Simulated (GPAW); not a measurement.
Crystal: CuO.

```xyz
4
Lattice="3.1795 0.0000 0.0000 -1.5898 2.7536 0.0000 0.0000 0.0000 4.4315" Properties=species:S:1:pos:R:3 pbc="T T T"
Cu    0.0000    0.0000    0.0000
Cu    0.0000    0.0000    2.2157
O     0.0000    1.8357    1.1079
O     1.5898    0.9179    3.3236
```

Measurements of this composition are mostly on another form, of space group No. 15.

Base run:

* Program: GPAW 26.7.0
* Functional: PBEsol
* Potentials or basis: PAW data sets generated in the run's folder for this functional
* Cutoff: 800 eV
* Basis: pw
* k mesh: 7 × 7 × 5
* Occupations: fermi-dirac, width 0.05 eV
* Spin: no spin polarisation

Its results: pressure -0.9 GPa.

Problem. The run is repeated on the same cell with these changes: hubbard terms from none to Cu d U = 1 eV. What comes out?

Solution. Pressure -1.4 GPa.

Caveats: with this Cu data set, volumes or pressures lay over 1.5 % or 2 GPa off other programs in two to four cells of ten; the run has no spin polarisation, though such a crystal can be magnetic; U without spin polarisation on a metal has little footing (some runs).
